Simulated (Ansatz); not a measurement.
C (Im-3m), random displacements

The calculation used DFT LDA, scalar-relativistic, plane waves, PAW (Ansatz 0.2.0). Cutoff 420 eV, Γ-centred 8×8×8 k-points, Gaussian smearing of 0.05 eV. No spin polarisation. Energies are free energies at this smearing, counted from the undisturbed cell; pressure is positive in compression.

Reference structure (relaxed at this level; this bcc form isn't the usual structure):

```
CELL_PARAMETERS angstrom
-2.41040 2.41040 2.41040
2.41040 -2.41040 2.41040
2.41040 2.41040 -2.41040
ATOMIC_POSITIONS crystal
C 0.32547 0.00000 0.00000
C 0.67453 0.67453 0.67453
C 0.00000 0.32547 0.00000
C 0.00000 0.00000 0.32547
C 0.00000 0.67453 0.00000
C 0.32547 0.32547 0.32547
C 0.67453 0.00000 0.00000
C 0.00000 0.00000 0.67453
```

The atoms are displaced (Å, in the unstrained cell):

```csv
atom,ux,uy,uz
C1,-0.090,0.280,-0.206
C2,-0.182,-0.102,0.097
C3,-0.295,0.249,0.160
C4,0.234,-0.233,-0.058
C5,0.299,-0.020,-0.350
C6,0.168,-0.077,0.160
C7,-0.142,-0.090,0.067
C8,0.008,-0.007,0.130
```

The cell is not strained.

**Question.** What are the energy change, the stress and the forces?

**Answer.** ΔE = 1418.9 meV/atom; stress (xx, yy, zz, yz, xz, xy; compression positive) (33.56, 45.13, 5.40, 8.89, 18.52, 28.35) GPa.
| atom | Fx (eV/Å) | Fy | Fz |
| --- | --- | --- | --- |
| C1 | 0.17 | -3.47 | 2.03 |
| C2 | 7.88 | 8.58 | 4.67 |
| C3 | 9.74 | -5.78 | -0.49 |
| C4 | -3.85 | 4.22 | 2.32 |
| C5 | -5.17 | -1.35 | 4.71 |
| C6 | -5.85 | -0.69 | -7.79 |
| C7 | 2.65 | 0.33 | -3.12 |
| C8 | -5.57 | -1.85 | -2.32 |

Cost: 1 run of about 0.62 core-minutes, on Arm Neoverse V1 (shared hosts).